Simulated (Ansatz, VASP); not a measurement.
## MnO: VASP beside Ansatz

INCAR

```
SYSTEM = MnO
PREC     = Accurate       ! precision mode
ENCUT    = 520            ! plane-wave cutoff, eV
EDIFF    = 1E-6           ! SCF threshold, eV
ISMEAR   = 0              ! smearing method
SIGMA    = 0.1            ! smearing width, eV
LREAL    = .False.        ! projectors in reciprocal space
LASPH    = .True.         ! aspherical terms in the spheres
NELM     = 150            ! most SCF steps
ALGO     = Fast           ! electronic algorithm
ISIF     = 2              ! what is computed and relaxed
LWAVE    = .False.        ! write WAVECAR
LCHARG   = .True.         ! write CHGCAR
ISPIN    = 2              ! spin polarisation
MAGMOM   = 4 4 0 0        ! initial moments
LORBIT   = 11             ! projections on sites
LMAXMIX  = 4              ! l up to which the mixer works
GGA      = PE             ! functional
LELF     = .True.         ! ELF
LVHAR    = .True.       
NBANDS   = 31             ! bands
```

KPOINTS

```
regular mesh
0
Gamma
  6 6 4
  0 0 0
```

POSCAR

```
MnO
1.0
    3.3717009293      0.0000000000      0.0000000000
   -1.6858504646      2.9199786587      0.0000000000
    0.0000000000      0.0000000000      5.3855000000
Mn O
2 2
Direct
    0.3333333333      0.6666666667      0.0109600000
    0.6666666667      0.3333333333      0.5109600000
    0.3333333333      0.6666666667      0.3754700000
    0.6666666667      0.3333333333      0.8754700000
```

Input for Ansatz:

```yaml
crystal:
  lattice:
    - [3.3717009293, 0.0, 0.0]
    - [-1.6858504646, 2.9199786587, 0.0]
    - [0.0, 0.0, 5.3855]
  atoms:
    - { symbol: Mn, position: [0.3333333333, 0.6666666667, 0.01096], spin: 4.0 }
    - { symbol: Mn, position: [0.6666666667, 0.3333333333, 0.51096], spin: 4.0 }
    - { symbol: O, position: [0.3333333333, 0.6666666667, 0.37547] }
    - { symbol: O, position: [0.6666666667, 0.3333333333, 0.87547] }
basis:
  ecutwfc: 420
kpoints:
  mp_grid: { grid: [6, 6, 4] }
hamiltonian:
  xc: pbe
scf:
  occupations: { method: gaussian, width: 0.1 }
  lower_state_search: "off"
output:
  forces: true
  stress: true
  eigenvalues: true
  populations: true
magnetization:
  spin_polarized: true
```

Measurements of this composition are mostly on another form, of space group No. 225.

Alike in both runs: task single point; functional PBE; k mesh 6 × 6 × 4; occupations gaussian, width 0.1 eV; collinear spin.

|  | VASP | Ansatz |
| --- | --- | --- |
| version | VASP 6.6.1 | Ansatz 0.2.0 |
| potentials or method | VASP PAW PBE potentials, release 64 (Mn_pv, O) | scalar-relativistic, plane waves, PAW |
| plane-wave cutoff (eV) | 520 | 420 |
| valence electrons in the cell | 38 | 42 |

```csv
,VASP,Ansatz,Ansatz less VASP
gap on the k mesh at the Fermi level (eV),none,none,-
pressure (GPa),6.5,6.1,-0.43
largest component of the traceless stress (GPa),5.52,5.30,-0.216
rms of the force components (eV/Å),0.377,0.359,-0.0179
net moment per atom (μB),2.50,2.50,0.000
size of the moment on the site where the two differ most (μB),4.41,3.84,-0.573
```

Site moments also hang on the region over which each program counts them. Atom by atom the forces differ by 0.018 eV/Å (rms over components). A gap of «none» marks a metal or a gap that the smearing closes. The two sets of potentials don't hold the same shells in valence.

Caveats: semilocal functionals often make such compounds metallic where correlation or magnetic order opens a gap, which also shifts bond lengths. With open d or f shells a metallic result of PBE can be an artefact of self-interaction; +U or a hybrid may open a gap.
